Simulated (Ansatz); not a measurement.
The system is ZrB2.

```
Zr B
1.0
     3.17000    0.00000    0.00000
    -1.58500    2.74530    0.00000
     0.00000    0.00000    3.53300
Zr B
1 2
Direct
  0.00000 0.00000 0.00000
  0.66667 0.33333 0.50000
  0.33333 0.66667 0.50000
```

Base run:

* Program: Ansatz 0.2.0
* Functional: PBEsol
* Potentials or basis: all-electron LAPW, scalar-relativistic
* Cutoff: 255 eV
* Density cutoff: 1020 eV
* Basis error allowed: 0.002 eV/atom
* k mesh: 10 × 10 × 8
* Occupations: fermi-dirac, width 0.05 eV
* Spin: no spin polarisation

Its results: band gap on the k mesh none (metal or under the smearing width); pressure -4.1 GPa.

Q: The run is repeated on the same cell with these changes: hubbard terms from none to Zr d U = 4 eV. What comes out?

A: Band gap on the k mesh none (metal or under the smearing width); pressure -0.5 GPa.

Caveats: U is the effective U less J, on atomic orbitals that reach past the spheres (some runs); U without spin polarisation on a metal has little footing (some runs); the U is typed as a test and isn't derived for this compound (some runs).

Not every run made on this cell is shown here.
